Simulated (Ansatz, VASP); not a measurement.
## Two plane-wave programs on I

```
I
1.0
     2.20348    1.27218    7.11094
    -2.20348    1.27218    7.11094
     0.00000   -2.54436    7.11094
I
3
Direct
  0.00000 0.00000 0.00000
  0.22266 0.22266 0.22266
  0.77734 0.77734 0.77734
```

Alike in both runs: task relaxation of cell and atoms; functional PBE; k mesh 12 × 12 × 12; occupations gaussian, width 0.1 eV; no spin polarisation.

|  | VASP | Ansatz |
| --- | --- | --- |
| version | VASP 6.6.1 | Ansatz 0.2.0 |
| potentials or method | VASP PAW PBE potentials, release 64 (I) | scalar-relativistic, plane waves, PAW |
| plane-wave cutoff (eV) | 600 | 420 |
| valence electrons in the cell | 21 | 51 |

Ansatz gave:

| Item | Value |
| --- | --- |
| gap on the k mesh at the Fermi level, each at its own relaxed structure (eV) | none |
| relaxed volume (Å³/atom) | 39.87 |
| relaxed cell length with the largest relative difference (Å) | 7.552 |

Problem. Which values does VASP return?

Solution. gap on the k mesh at the Fermi level, each at its own relaxed structure (eV): none; relaxed volume (Å³/atom): 39.76; relaxed cell length with the largest relative difference (Å): 7.546.

A gap of «none» marks a metal or a gap that the smearing closes. The two sets of potentials don't hold the same shells in valence.

Caveats: an odd number of electrons without spin polarisation forces a metal; a magnetic or distorted state may lie lower. The runs have no spin-orbit coupling, so splittings on I are missing.
